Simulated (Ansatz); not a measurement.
Reaction (hydrogenolysis of a C–C bond): `CCCC=O` + H₂ → `CCC=O` + CH₄

Computed with Ansatz on PBE0-D4/def2-TZVP structures; ΔE is electronic, products minus reactants. CCSD(T)/CBS is the MP2 limit (def2-TZVPP, def2-QZVPP) plus CCSD(T) − MP2 in def2-TZVPP, frozen cores. This one scheme is used for every species. Functionals use def2-TZVPP. Each species was taken in one conformer, which may not be the lowest.

CCSD(T)/CBS gives -15.4 kcal/mol.

Problem. Another level gave -17.5 kcal/mol. Which?
A. CAM-B3LYP/def2-TZVPP
B. BLYP-D4/def2-TZVPP
C. HF/def2-TZVPP
D. revPBE-D4/def2-TZVPP

Solution. A. CAM-B3LYP -17.5, BLYP-D4 -15.8, revPBE-D4 -14.1, HF/def2-TZVPP -19.9 kcal/mol.

Largest T1 diagnostic among the species: 0.013.

In def2-TZVPP, CCSD(T) changes the Hartree–Fock value by +4.3 kcal/mol (the triples alone add +0.8 kcal/mol) and MP2 by +5.0 kcal/mol. The D4 term adds +1.9 kcal/mol with B3LYP and +1.0 kcal/mol with PBE0; it sums over pairs of atoms, weighted by their polarisabilities, and B3LYP, whose exchange is more repulsive, gets the larger term. Leaving LDA and LC-ωPBE aside and taking each functional with its dispersion term where it has one, the values, not all of them listed here, spread over 3.0 kcal/mol, from B2PLYP to revPBE-D4. LDA lies +2.7 kcal/mol from PBE without D4.

CCSD(T)/CBS has its own doubt, a few kJ/mol and more with outer-core shells, so smaller differences from it don't rank the levels.

B3LYP here is the variant with VWN-RPA as its local correlation; programs differ in this.
